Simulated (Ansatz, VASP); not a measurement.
# Ga4AsP3 (random alloy of the zinc-blende GaP-GaAs line, x = 0.25): VASP beside Ansatz, part 2 of 2

One calculation is typed for both programs; each brings its own data sets. How far apart do they land? Of the first pair: The structure shown is the start of the Ansatz relaxation below; VASP solves that cell, so the two are compared at the walk's first step.

VASP 6.6.1 and Ansatz 0.2.0.

So far: The structure; Ansatz: relaxation, PBE.

**3. VASP: single point, PBE, start cell, pair 1**

Level of this step: PBE; plane waves and PAW (Ga_d, P, As) (VASP).

The same cell, functional, mesh and smearing now go to VASP, with its own data sets.

Lines of VASP's logs that name or quote its potential files are left out, and so is its time.

The input, INCAR:

```
SYSTEM = Ga4AsP3
PREC = Accurate
ENCUT = 400
EDIFF = 1E-06
NELM = 120
ISMEAR = -1
SIGMA = 0.025
LREAL = Auto
ALGO = Normal
GGA = PE
NBANDS = 336
LORBIT = 11
LWAVE = .FALSE.
LCHARG = .FALSE.
ISIF = 2
LASPH = .TRUE.
GGA_COMPAT = .FALSE.
EFERMI = MIDGAP
NCORE = 2
```

The input, POSCAR:

```
Ga4AsP3
1.0
   11.1400000000      0.0000000000      0.0000000000
    0.0000000000     11.1400000000      0.0000000000
    0.0000000000      0.0000000000     11.1400000000
Ga P As
32 24 8
Direct
    0.0029174147      0.9988958707      0.9990484740
    0.0031328546      0.2486265709      0.2505745063
    0.2494165171      0.9993087971      0.2520377020
    0.2500807899      0.2510502693      0.9980161580
    0.0016157989      0.9987701975      0.4997755835
    0.9987612208      0.2492908438      0.7487701975
    0.2479892280      0.0004219031      0.7529802513
    0.2486624776      0.2530430880      0.5000897666
    0.0002244165      0.5011131059      0.0005385996
    0.9996229803      0.7510502693      0.2515080790
    0.2486535009      0.5022531418      0.2509156194
    0.2520287253      0.7527289048      0.0039228007
    0.0002872531      0.5015709156      0.5005745063
    0.0004129264      0.7513734291      0.7495960503
    0.2503590664      0.5002064632      0.7487971275
    0.2521543986      0.7503321364      0.4993267504
    0.4993806104      0.0000807899      0.9988868941
    0.5007181329      0.2510682226      0.2480341113
    0.7495242370      0.0000628366      0.2475314183
    0.7506283662      0.2476391382      0.9999281867
    0.4999640934      0.9986086176      0.5022890485
    0.5029174147      0.2506104129      0.7478456014
    0.7477917415      0.0009874327      0.7514183124
    0.7514362657      0.2500807899      0.4996678636
    0.5009515260      0.5002513465      0.0001436266
    0.4994434470      0.7456283662      0.2518671454
    0.7497576302      0.4997935368      0.2500269300
    0.7504488330      0.7494703770      0.0008886894
    0.5039317774      0.4965978456      0.4988420108
    0.5000807899      0.7495870736      0.7523877917
    0.7477199282      0.5005565530      0.7508976661
    0.7510143627      0.7504308797      0.5005026930
    0.1230700180      0.1265529623      0.1208707361
    0.1245511670      0.3776211849      0.3713016158
    0.3730341113      0.1246858169      0.3734201077
    0.3770556553      0.3766157989      0.1258976661
    0.1234829443      0.3737881508      0.8749820467
    0.3763285458      0.1246588869      0.8734111311
    0.3738599641      0.3753411131      0.6287701975
    0.1243716338      0.6229533214      0.1243716338
    0.3744614004      0.6258797127      0.3748563734
    0.3724865350      0.8724057451      0.1240933573
    0.3756822262      0.6252244165      0.8770287253
    0.6262477558      0.1242010772      0.1271992819
    0.6252962298      0.3763285458      0.3732944345
    0.8755655296      0.1265170557      0.3734560144
    0.8721005386      0.3770107720      0.1257271095
    0.6285278276      0.1216606822      0.6272172352
    0.6265529623      0.3746768402      0.8739228007
    0.8738779174      0.1259335727      0.8729533214
    0.8748204668      0.3765619390      0.6263464991
    0.6261131059      0.6254219031      0.1262298025
    0.6289317774      0.8757899461      0.3748204668
    0.8746858169      0.8767684022      0.1253770197
    0.8773159785      0.6248025135      0.8738868941
    0.8748743268      0.8770825853      0.6256642729
    0.1233213645      0.1245242370      0.6259515260
    0.1266696589      0.8755116697      0.3765888689
    0.1213734291      0.6244524237      0.6264901257
    0.1246409336      0.8753321364      0.8757360862
    0.3738509874      0.8757630162      0.6251436266
    0.8729892280      0.6240664273      0.3732136445
    0.6266157989      0.6295421903      0.6245511670
    0.6244793537      0.8762208259      0.8744344704
```

The input, KPOINTS:

```
Automatic mesh
0
Gamma
1 1 1
0 0 0
```

PAW data sets: Ga_d, P and As (PBE family, release 64).

On the command line:

```bash
> mpirun -np 8 vasp_gam
```

Numbers of over 12 decimals in the logs are rounded to 6 here.

What it wrote:

```text
[banner, memory and clock lines left out]
running    8 mpi-ranks, on    1 nodes
[...]
LDA part: xc-table for (Slater+PW92), standard interpolation
 POSCAR, INCAR and KPOINTS ok, starting setup
[...]
entering main loop
       N       E                     dE             d eps       ncg     rms          rms(c)
DAV:   1     0.928071506010E+04    0.92807E+04   -0.20138E+05   712   0.251E+03
DAV:   2     0.221313898494E+04   -0.70676E+04   -0.68379E+04   672   0.705E+02
DAV:   3     0.329372813442E+02   -0.21802E+04   -0.20444E+04   840   0.246E+02
DAV:   4    -0.268232753730E+03   -0.30117E+03   -0.29170E+03   832   0.875E+01
[...]
DAV:  16    -0.278754562476E+03   -0.90320E-05   -0.10946E-04   840   0.488E-02    0.717E-03
DAV:  17    -0.278754566909E+03   -0.44329E-05   -0.47054E-05   648   0.216E-02    0.839E-03
DAV:  18    -0.278754567130E+03   -0.22128E-06   -0.31388E-06   480   0.563E-03
   1 F= -.27875457E+03 E0= -.27875457E+03  d E =-.349651E-09
```

From OUTCAR (step 3):

```text
  Total        0.8633487      1.0231409      1.0055741      0.7499068      1.1689594     -0.8608587
  in kB        1.0005556      1.1857427      1.1653841      0.8690851      1.3547352     -0.9976699
  external PRESSURE =       1.1172274 kB  Pullay stress =       0.0000000 kB

 POSITION                                       TOTAL-FORCE (eV/Angst)
 -----------------------------------------------------------------------------------
      0.03250     11.12770     11.12940        -0.924342      0.629150      0.400719
      0.03490      2.76970      2.79140        -0.386637      0.228694     -0.283345
      2.77850     11.13230      2.80770         0.313408      0.544329     -0.848226
      2.78590      2.79670     11.11790         0.156073      0.024862      0.073419
      0.01800     11.12630      5.56750        -1.048389      0.219105      0.030520
     11.12620      2.77710      8.34130        -0.427972      0.520238      0.464059
      2.76260      0.00470      8.38820         0.566734      0.438828      0.081210
      2.77010      2.81890      5.57100         0.326240      0.174293     -0.396433
      0.00250      5.58240      0.00600        -0.131179     -0.230027     -0.071228
     11.13580      8.36670      2.80180         0.032127     -0.064958     -0.885140
      2.77000      5.59510      2.79520         0.214628     -0.072425     -0.218500
      2.80760      8.38540      0.04370        -0.040564     -0.833103     -0.043610
      0.00320      5.58750      5.57640        -0.271034     -0.938298     -0.233004
      0.00460      8.37030      8.35050        -0.973010      0.090109      0.078224
[...]
-----------------------------------------------------------------------------------
    total drift:                               -0.003825      0.022217      0.011391

  FREE ENERGIE OF THE ION-ELECTRON SYSTEM (eV)
  ---------------------------------------------------
  free  energy   TOTEN  =      -278.7545671301 eV

  energy  without entropy=     -278.7545671297  energy(sigma->0) =     -278.75456713

[... 2 further parts left out ...]
```

The run ends at a pressure of 0.11 GPa, with forces up to 1.2 eV/Å.

**4. Comparison**

Known differences besides the potentials themselves: the data sets hold 656 valence electrons in Ansatz (on its default PAW (the set named soft_2) files) and 576 in VASP; the cutoff is 420 eV in Ansatz and 400 eV in VASP (PREC = Accurate, projectors in real space). Total energies have different zeros and are not compared.

Forces on 8 of the 64 atoms, those with the largest forces and the largest differences (eV/Å; atoms numbered as in POSCAR):

```tsv
atom	Ansatz x, y, z	VASP x, y, z
Ga1	-0.915, 0.618, 0.389	-0.924, 0.629, 0.401
Ga3	0.302, 0.534, -0.841	0.313, 0.544, -0.848
Ga5	-1.030, 0.220, 0.029	-1.048, 0.219, 0.031
Ga13	-0.270, -0.919, -0.232	-0.271, -0.938, -0.233
Ga14	-0.953, 0.089, 0.077	-0.973, 0.090, 0.078
Ga21	0.495, 0.516, -0.685	0.505, 0.525, -0.694
Ga27	-0.441, -0.333, -0.502	-0.451, -0.347, -0.513
Ga32	0.236, 0.927, -0.149	0.237, 0.947, -0.151
```

The forces differ by 6.2 meV/Å r.m.s., which is 1.8 % of the r.m.s. force of 0.344 eV/Å (both taken over all components).

**5. Ansatz: relaxation, PBE**

This run makes the geometry at which the two programs are then compared.

The structure compared here is the end of the Ansatz relaxation.

This is the run of step 2 again, met here at its other cell.

**6. VASP: single point, PBE, relaxed cell, pair 2**

The same cell, functional, mesh and smearing now go to VASP, with its own data sets.

INCAR: that of step 3 with these lines changed.

```diff
@@ -2,3 +2,3 @@
 PREC = Accurate
-ENCUT = 400
+ENCUT = 500
 EDIFF = 1E-06
```

The input, POSCAR:

```
Ga4AsP3
1.0
   11.1433760000     -0.0000820000     -0.0001410000
   -0.0000820000     11.1430970000     -0.0002070000
   -0.0001410000     -0.0002070000     11.1425460000
Ga P As
32 24 8
Direct
    0.9965900000      0.0044800000      0.0037200000
    0.0001300000      0.2502200000      0.2498300000
    0.2533600000      0.0044800000      0.2467300000
    0.2496800000      0.2514100000      0.0008500000
    0.9942900000      0.0011700000      0.4993800000
    0.9973400000      0.2538400000      0.7544200000
    0.2529500000      0.0043800000      0.7537000000
    0.2535100000      0.2530900000      0.4962500000
    0.0010800000      0.4994600000      0.0006400000
    0.0005400000      0.7497600000      0.2424800000
    0.2498400000      0.4994700000      0.2488900000
    0.2533500000      0.7464800000      0.0040700000
    0.9998500000      0.4925800000      0.4996700000
    0.9935900000      0.7501600000      0.7503700000
    0.2531900000      0.4956900000      0.7543100000
    0.2531100000      0.7465700000      0.4959300000
    0.4980700000      0.0039800000      0.0039600000
    0.5006000000      0.2507600000      0.2489300000
    0.7495300000      0.0010500000      0.2491200000
    0.7492000000      0.2500100000      0.0006600000
    0.5041900000      0.0047600000      0.4960900000
    0.5013500000      0.2505400000      0.7501000000
    0.7520100000      0.0048900000      0.7479200000
    0.7495300000      0.2509700000      0.4995100000
    0.5007600000      0.4988500000      0.0009200000
    0.5012000000      0.7501900000      0.2497600000
    0.7461100000      0.4960500000      0.2467800000
    0.7526200000      0.7469300000      0.0037300000
    0.4979800000      0.4962400000      0.4962300000
    0.4973600000      0.7461300000      0.7545300000
    0.7527100000      0.4964000000      0.7535500000
    0.7488300000      0.7565500000      0.4993600000
    0.1251200000      0.1274500000      0.1250600000
    0.1261200000      0.3740400000      0.3728300000
    0.3772500000      0.1274900000      0.3727500000
    0.3752600000      0.3750700000      0.1250900000
    0.1251100000      0.3749800000      0.8773600000
    0.3763900000      0.1286100000      0.8774400000
    0.3763100000      0.3741000000      0.6250600000
    0.1261100000      0.6229700000      0.1241100000
    0.3764200000      0.6228500000      0.3717100000
    0.3763000000      0.8754200000      0.1261100000
    0.3752200000      0.6216900000      0.8785400000
    0.6251500000      0.1265600000      0.1259200000
    0.6242300000      0.3731500000      0.3737000000
    0.8730800000      0.1265800000      0.3737300000
    0.8749800000      0.3741300000      0.1242400000
    0.6260600000      0.1276400000      0.6240500000
    0.6252300000      0.3741200000      0.8763500000
    0.8739400000      0.1274800000      0.8764500000
    0.8740000000      0.3731500000      0.6261300000
    0.6243300000      0.6238900000      0.1250800000
    0.6251100000      0.8774600000      0.3726700000
    0.8739600000      0.8764100000      0.1249400000
    0.8750500000      0.6229900000      0.8773400000
    0.8728500000      0.8775200000      0.6252000000
    0.1242200000      0.1284200000      0.6249900000
    0.1250800000      0.8763600000      0.3720000000
    0.1251700000      0.6221800000      0.6261200000
    0.1242600000      0.8752800000      0.8782000000
    0.3772200000      0.8764100000      0.6240500000
    0.8740700000      0.6240700000      0.3731000000
    0.6251900000      0.6230300000      0.6249300000
    0.6259900000      0.8763100000      0.8772000000
```

KPOINTS is that of step 3.

On the command line:

```bash
> mpirun -np 8 vasp_gam
```

What it wrote:

```text
[... set-up lines as in an earlier step ...]
 entering main loop
       N       E                     dE             d eps       ncg     rms          rms(c)
DAV:   1     0.101139774466E+05    0.10114E+05   -0.22761E+05   736   0.285E+03
DAV:   2     0.247492614684E+04   -0.76391E+04   -0.73708E+04   672   0.820E+02
DAV:   3     0.605138395328E+02   -0.24144E+04   -0.22770E+04   856   0.276E+02
DAV:   4    -0.266402864913E+03   -0.32692E+03   -0.31369E+03   808   0.956E+01
[...]
DAV:  16    -0.279729482195E+03   -0.18144E-04   -0.21213E-04   968   0.525E-02    0.890E-03
DAV:  17    -0.279729486653E+03   -0.44582E-05   -0.49974E-05   688   0.264E-02    0.934E-03
DAV:  18    -0.279729486976E+03   -0.32361E-06   -0.63112E-06   560   0.958E-03
   1 F= -.27972949E+03 E0= -.27972949E+03  d E =-.503184E-09
```

Parts of OUTCAR (step 6):

```text
  Total       -0.1261667     -0.0813650     -0.1042394      0.0018173     -0.0021238     -0.0050504
  in kB       -0.1460993     -0.0942196     -0.1207078      0.0021044     -0.0024593     -0.0058483
  external PRESSURE =      -0.1203422 kB  Pullay stress =       0.0000000 kB

 POSITION                                       TOTAL-FORCE (eV/Angst)
 -----------------------------------------------------------------------------------
     11.10538      0.04984      0.04131        -0.009582      0.007983      0.007952
      0.00139      2.78817      2.78369        -0.000454      0.001216      0.000571
      2.82325      0.04985      2.74916         0.007876      0.009369     -0.008888
      2.78226      2.80147      0.00938        -0.000476      0.001163      0.000938
     11.07968      0.01285      5.56422        -0.016236     -0.000731      0.000412
     11.11361      2.82833      8.40597        -0.008966      0.008950      0.008143
      2.81861      0.04863      8.39810         0.008735      0.008686      0.009741
      2.82487      2.82008      5.52940         0.009069      0.006706     -0.006740
      0.01199      5.56553      0.00703         0.001227      0.000618     -0.000718
      0.00592      8.35460      2.70169         0.000200     -0.001454     -0.019051
      2.78399      5.56557      2.77313        -0.001228      0.000555     -0.000948
      2.82311      8.31808      0.04516         0.006401     -0.008764      0.006423
     11.14159      5.48868      5.56735        -0.000088     -0.017001     -0.000340
     11.07178      8.35887      8.36074        -0.017480      0.000122      0.002367
[...]
-----------------------------------------------------------------------------------
    total drift:                                0.004698     -0.014281      0.012767

  FREE ENERGIE OF THE ION-ELECTRON SYSTEM (eV)
  ---------------------------------------------------
  free  energy   TOTEN  =      -279.7294869764 eV

  energy  without entropy=     -279.7294869759  energy(sigma->0) =     -279.72948698

[... 1 part as in an earlier step ...]

[... 1 further part left out ...]
```

The run ends at a pressure of -0.01 GPa, with forces up to 0.019 eV/Å.

**7. Differences**

What differs besides the data sets and the points named for the pairs above, as far as they apply: the data sets hold 656 valence electrons in Ansatz (on its default PAW (the set named soft_2) files) and 576 in VASP; the cutoff is 420 eV in Ansatz and 500 eV in VASP (PREC = Accurate, projectors in real space). Total energies have different zeros and are not compared.

The two programs side by side:

```tsv
quantity	Ansatz	VASP	difference
pressure (GPa)	0.00	-0.01	+0.02
gap on the k mesh (eV)	1.138	1.136	+0.002
```

The largest component of a force difference here is 18 meV/Å. A gap on the mesh is an upper bound, since the band edges may lie between its points.

**8. Outcome**

```json
{"r.m.s. force difference (single point, PBE, start cell, pair 1)": "1.8 % of the r.m.s. force", "difference in gap on the k mesh (single point, PBE, relaxed cell, pair 2)": "0.0025 eV"}
```

The r.m.s. force difference is 1.8 % of the r.m.s. force (single point, PBE, start cell, pair 1), within the 3 % picked in this series as the mark of a large difference. The data sets hold unlike numbers of valence electrons (656 in Ansatz and 576 in VASP), so part of the differences may come from the potentials. How closely two codes agree says nothing of how well the functional describes the real material.

[Lines on the potential files, build, host, timing and source positions are cut from VASP's logs without a mark.]

[Logs are printed without paths, hosts, clocks, repeated set-up lines and the standing remarks that a program may print on its own settings, such as how far it seeks lower states.]

[Hosts, paths, dates, database ids (printed as entryN), source tags and the programs' standing remarks are cut or masked in the printed files.]
